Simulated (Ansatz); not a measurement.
Input, command and steps of an Ansatz relaxation.

```yaml
crystal:
  lattice:
    - [4.855892, 0.05246, 0.309935]
    - [0.05246, 4.813927, -0.06037]
    - [0.309935, -0.06037, 4.812806]
  atoms:
    - { symbol: B, position: [0.0606910598, 0.0587131118, 0.4945076111] }
    - { symbol: B, position: [0.7281294748, 0.6533496743, 0.6301344406] }
    - { symbol: B, position: [0.2709594352, 0.8647203499, 0.0035955846] }
    - { symbol: B, position: [0.5778764559, 0.1988246473, 0.3578231214] }
    - { symbol: B, position: [0.9803592634, 0.3425449926, 0.9702087599] }
    - { symbol: "N", position: [0.323948095, 0.653077249, 0.603692212] }
    - { symbol: "N", position: [0.6388854296, 0.4404618972, 0.8923903513] }
    - { symbol: "N", position: [0.2173341511, 0.1752968408, 0.7363082005] }
    - { symbol: "N", position: [0.3368549551, 0.0906115994, 0.1992229417] }
    - { symbol: "N", position: [0.8717629197, 0.413678682, 0.3931826632] }
  symmetry: { detect: false }
basis:
  ecutwfc: 420
kpoints:
  mp_grid: { grid: [2, 2, 2], shift: [0.5, 0.5, 0.5] }
hamiltonian:
  xc: pbe
  dispersion: d3bj
scf:
  occupations: { method: gaussian, width: 0.1 }
  lower_state_search: "off"
output:
  forces: true
  stress: true
  eigenvalues: true
relax:
  adjacent_minimum: "off"
  f_tol: 0.04
  max_steps: 70
  cell: { stress_tol: 0.3 }
```

```bash
ansatz run input.yaml --threads 2 --pin off --max-ram 4096MiB --backend cpu --events-out ev --progress --plain --runs-dir out
```

The calculation used DFT PBE+D3(BJ), scalar-relativistic, plane waves, PAW in Ansatz.

Of 23 frames 10 are shown, positions in Å and forces in eV/Å; the SCF threshold varies from step to step. Steps run on the plane waves of an earlier cell, with a Pulay correction in the pressure. The basis is chosen afresh for the last frame, the zero of the energies, and can be on the way; energy and pressure step there, also at an unchanged geometry.

```xyz
10
Lattice="4.8559 0.0525 0.3099 0.0525 4.8139 -0.0604 0.3099 -0.0604 4.8128" Properties=species:S:1:pos:R:3:forces:R:3 pbc="T T T" step=1 free_energy_over_end_meV_per_atom=2849.83 pressure_GPa=-35.67
B     0.4511    0.2560    2.3952    1.6610    1.9580    0.7040
B     3.7653    3.1453    3.2189   -1.9480   -3.7830    0.0840
B     1.3622    4.1767    0.0491    1.6320    2.7220   -2.0910
B     2.9274    0.9658    1.8892   -0.6000    1.0880   -1.0820
B     5.0792    1.6418    4.9526   -1.5540    0.5330   -2.2770
N     1.7944    3.1244    2.9664    1.8410    1.4010    2.2770
N     3.4020    2.1000    4.4663    5.1640    2.6060   -0.6480
N     1.2928    0.8108    3.6005   -4.5050   -0.5370    1.5590
N     1.7022    0.4418    1.0578    1.2840   -2.5770    3.0110
N     4.3767    2.0134    2.1375   -2.9750   -3.4110   -1.5380
10
Lattice="4.4727 -0.0289 0.4209 -0.0234 4.4487 -0.1592 0.4115 -0.1633 4.5953" Properties=species:S:1:pos:R:3:forces:R:3 pbc="T T T" step=3 free_energy_over_end_meV_per_atom=1553.86 pressure_GPa=-14.27
B     0.4554    0.2135    2.2922    1.8450    1.5580   -0.7120
B     3.4435    2.6424    3.0266   -2.3690   -2.1030    1.2080
B     1.3122    3.9628   -0.2922   -0.3250    3.1600   -3.3530
B     2.6917    0.8183    1.8456   -1.1730   -0.2680   -1.5580
B     4.6411    1.4598    4.7747    0.2660   -0.5870    1.1630
N     1.8214    2.9094    3.0166    2.6350    0.8620    2.2050
N     3.4709    1.9711    4.3553    0.7000    3.4190   -1.6320
N     1.0795    0.6354    3.5795   -1.5550   -2.1370    2.3620
N     1.6336    0.1854    1.2135   -0.3060   -1.8220    0.1570
N     3.9266    1.5062    1.9443    0.2830   -2.0830    0.1590
10
Lattice="4.6005 -0.2104 0.4483 -0.1822 4.4075 -0.4686 0.4650 -0.4853 4.4006" Properties=species:S:1:pos:R:3:forces:R:3 pbc="T T T" step=6 free_energy_over_end_meV_per_atom=832.31 pressure_GPa=3.41
B     0.5213    0.3323    1.9876    0.8950    0.0250    0.5970
B     3.3769    2.0622    3.0101   -0.3950   -0.4870    1.2380
B     1.1328    4.1512   -0.9378    0.6380   -0.8620   -0.0340
B     2.6606    0.4828    1.6079    1.0090   -0.6850   -0.2510
B     4.6611    0.8740    4.7063   -0.5240    0.1390    0.3520
N     2.2325    2.7080    2.6458   -0.2470    1.2310   -0.4690
N     3.7882    1.8333    4.3112    1.2530    0.1860    0.4600
N     0.8548    0.2292    3.4104   -1.0490   -0.0300   -0.8740
N     1.5564   -0.0267    1.0388   -0.6060    0.0020   -0.4980
N     3.9957    0.8883    1.8807   -0.9760    0.4810   -0.5220
10
Lattice="4.8236 -0.3241 0.3566 -0.2784 4.1391 -0.6267 0.3916 -0.6455 4.3970" Properties=species:S:1:pos:R:3:forces:R:3 pbc="T T T" step=8 free_energy_over_end_meV_per_atom=685.32 pressure_GPa=-3.13
B     0.5296    0.2304    1.9265   -0.4620    0.2770   -0.4690
B     3.3688    1.7964    2.9945    0.2810    0.2560   -0.1740
B     1.0777    3.9307   -1.1494    0.1190    0.5240    0.4050
B     2.8542    0.0091    1.5064   -0.4710   -4.0290    0.5050
B     4.6852    0.4982    4.6054    0.1450   -0.3250    0.3160
N     2.3484    2.5473    2.4308    0.1310    1.1610   -0.1700
N     3.9153    1.5632    4.2291   -0.6970    0.4260   -0.4490
N     0.6895    0.0356    3.3363    0.2360   -0.1010    0.4390
N     1.5512   -0.1303    0.9719    0.3920    0.8930    0.1100
N     4.1156    0.5941    1.7158    0.3260    0.9180   -0.5140
10
Lattice="4.9227 -0.2945 0.2969 -0.2371 3.9390 -0.7501 0.3454 -0.7644 4.3084" Properties=species:S:1:pos:R:3:forces:R:3 pbc="T T T" step=11 free_energy_over_end_meV_per_atom=346.98 pressure_GPa=-9.83
B     0.5490    0.1966    1.8422   -0.3610   -0.1460   -1.0300
B     3.4354    1.7094    2.7940    1.3580   -1.3140   -2.6120
B     1.1626    3.8417   -1.2748    0.1280    1.1260    0.2100
B     3.0107   -0.5072    1.4979   -0.8580   -4.7220    0.4450
B     4.6343    0.3197    4.4968    0.5180   -0.2250   -0.1830
N     2.5145    2.5741    2.1244    0.4000    1.0320    0.6440
N     3.8804    1.4342    4.0795   -2.2800    1.5170    0.3390
N     0.6234   -0.0524    3.2439    0.2870    0.0120    1.2030
N     1.5757   -0.2071    0.9188    0.9330    0.5290    0.3960
N     4.1623    0.5075    1.5978   -0.1260    2.1920    0.5880
10
Lattice="4.8026 -0.2253 0.2923 -0.1682 3.9679 -0.7798 0.3365 -0.7906 4.2472" Properties=species:S:1:pos:R:3:forces:R:3 pbc="T T T" step=13 free_energy_over_end_meV_per_atom=138.83 pressure_GPa=0.03
B     0.5449    0.2446    1.8144   -0.2150    0.0860   -0.0020
B     3.4558    1.6689    2.5882    0.3010   -0.6350   -0.6130
B     1.2516    3.9751   -1.2680    0.0790    0.4070    0.0790
B     2.8579   -0.7556    1.4767   -1.2090   -1.2400   -0.3330
B     4.5198    0.3947    4.4380   -0.1040    0.1300   -0.0070
N     2.5498    2.6499    2.0654    0.5310    0.0760    0.3440
N     3.6874    1.4721    3.9866   -0.0150   -0.0190   -0.1450
N     0.6485   -0.0090    3.2309   -0.1830    0.2290    0.2280
N     1.5686   -0.1863    0.9283    0.0510    0.1700    0.2000
N     4.0841    0.6825    1.5989    0.7650    0.7970    0.2480
10
Lattice="4.7921 -0.0944 0.3248 -0.0473 4.3073 -0.7067 0.3648 -0.7141 4.2601" Properties=species:S:1:pos:R:3:forces:R:3 pbc="T T T" step=16 free_energy_over_end_meV_per_atom=9.75 pressure_GPa=0.42
B     0.6091    0.4408    1.8576    0.0200    0.0260    0.2030
B     3.5689    1.9831    2.6229   -0.0120    0.2410    0.1610
B     1.3644    4.3556   -1.1845   -0.0270   -0.0160    0.0720
B     2.5692   -1.0660    1.4388   -0.2320   -0.3620   -0.0420
B     4.6505    0.7965    4.5291   -0.0240    0.0870    0.0670
N     2.6294    2.9776    2.1547   -0.1440   -0.0800   -0.3910
N     3.7232    1.7985    4.0497   -0.0890   -0.2570    0.0400
N     0.7338    0.2064    3.2804    0.1480    0.0150   -0.1200
N     1.5366   -0.1773    0.9468    0.1400   -0.1790   -0.2840
N     4.3502    1.2016    1.6785    0.2210    0.5260    0.2930
10
Lattice="4.8917 0.0147 0.3849 0.0568 4.4277 -0.6575 0.4282 -0.6604 4.2694" Properties=species:S:1:pos:R:3:forces:R:3 pbc="T T T" step=18 free_energy_over_end_meV_per_atom=-1.12 pressure_GPa=0.00
B     0.6984    0.5319    1.8851    0.0070    0.0120    0.0140
B     3.7441    2.1817    2.7070    0.0030    0.0180    0.0210
B     1.4698    4.4777   -1.1253   -0.0030    0.0090    0.0090
B     2.5552   -1.0928    1.4486   -0.0340   -0.0150    0.0170
B     4.8807    1.0337    4.6232    0.0030    0.0020    0.0170
N     2.7514    3.1109    2.2126   -0.0190    0.0100   -0.0210
N     3.8899    1.9648    4.1286   -0.0170   -0.0180   -0.0050
N     0.8414    0.3121    3.3068    0.0090   -0.0190   -0.0200
N     1.5551   -0.1708    0.9536    0.0000   -0.0090   -0.0020
N     4.5881    1.4665    1.7752    0.0510    0.0080   -0.0290
10
Lattice="4.8469 0.0152 0.3722 0.0574 4.4743 -0.6716 0.4131 -0.6749 4.2654" Properties=species:S:1:pos:R:3:forces:R:3 pbc="T T T" step=21 free_energy_over_end_meV_per_atom=-0.39 pressure_GPa=0.21
B     0.6903    0.5369    1.8794   -0.0220    0.0220    0.0210
B     3.7040    2.2008    2.6871   -0.0240    0.0230    0.0230
B     1.4577    4.5243   -1.1426   -0.0230    0.0240    0.0190
B     2.5236   -1.1117    1.4439   -0.0250    0.0230    0.0200
B     4.8270    1.0391    4.6020   -0.0190    0.0200    0.0240
N     2.7168    3.1364    2.1926    0.0240   -0.0230   -0.0210
N     3.8399    1.9747    4.1075    0.0230   -0.0220   -0.0230
N     0.8263    0.3108    3.2997    0.0210   -0.0210   -0.0210
N     1.5363   -0.1761    0.9493    0.0230   -0.0230   -0.0190
N     4.5500    1.4877    1.7570    0.0220   -0.0220   -0.0230
10
Lattice="4.8451 0.0184 0.3715 0.0604 4.4849 -0.6722 0.4121 -0.6753 4.2666" Properties=species:S:1:pos:R:3:forces:R:3 pbc="T T T" step=23 free_energy_over_end_meV_per_atom=0.00 pressure_GPa=-0.04
B     0.6899    0.5395    1.8802    0.0160   -0.0150   -0.0140
B     3.7035    2.2095    2.6875    0.0170   -0.0150   -0.0140
B     1.4599    4.5363   -1.1432    0.0170   -0.0160   -0.0130
B     2.5213   -1.1120    1.4443    0.0170   -0.0160   -0.0130
B     4.8253    1.0460    4.6029    0.0160   -0.0150   -0.0150
N     2.7182    3.1456    2.1921   -0.0160    0.0150    0.0130
N     3.8400    1.9822    4.1074   -0.0160    0.0150    0.0140
N     0.8263    0.3122    3.3001   -0.0170    0.0150    0.0140
N     1.5360   -0.1758    0.9489   -0.0170    0.0150    0.0130
N     4.5496    1.4941    1.7562   -0.0170    0.0160    0.0150
```

The run took 24 s on 2 threads of Arm Neoverse V2, on a shared host, peak memory 0.33 GiB.

The k mesh is coarse. An atom lies near a switch of its D3 coefficient C6 between reference coordination numbers, so the dispersion energy changes steeply there and can make or shift the minimum.